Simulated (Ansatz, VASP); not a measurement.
**Al: VASP beside Ansatz**

```xyz
1
Lattice="0.0000 2.0248 2.0248 2.0248 0.0000 2.0248 2.0248 2.0248 0.0000" Properties=species:S:1:pos:R:3 pbc="T T T"
Al    0.0000    0.0000    0.0000
```

Alike in both runs: task relaxation of cell and atoms; functional PBE; dispersion D3(BJ); k mesh 18 × 18 × 18; occupations gaussian, width 0.1 eV; no spin polarisation.

|  | VASP | Ansatz |
| --- | --- | --- |
| version | VASP 6.6.1 | Ansatz 0.2.0 |
| potentials or method | VASP PAW PBE potentials, release 64 (Al) | scalar-relativistic, plane waves, PAW |
| plane-wave cutoff (eV) | 600 | 420 |
| valence electrons in the cell | 3 | 3 |

|  | VASP | Ansatz | Ansatz less VASP |
| --- | --- | --- | --- |
| gap on the k mesh at the Fermi level, each at its own relaxed structure (eV) | none | none | - |
| relaxed volume (Å³/atom) | 15.78 | 15.79 | +0.008 |
| relaxed cell length with the largest relative difference (Å) | 2.815 | 2.816 | +0.0005 |
| energy change over the relaxation (meV/atom) | -10 | -10 | +0.2 |

A gap of «none» marks a metal or a gap that the smearing closes.

Caveats: pairwise dispersion overbinds metals, which lowers pressure and volume.
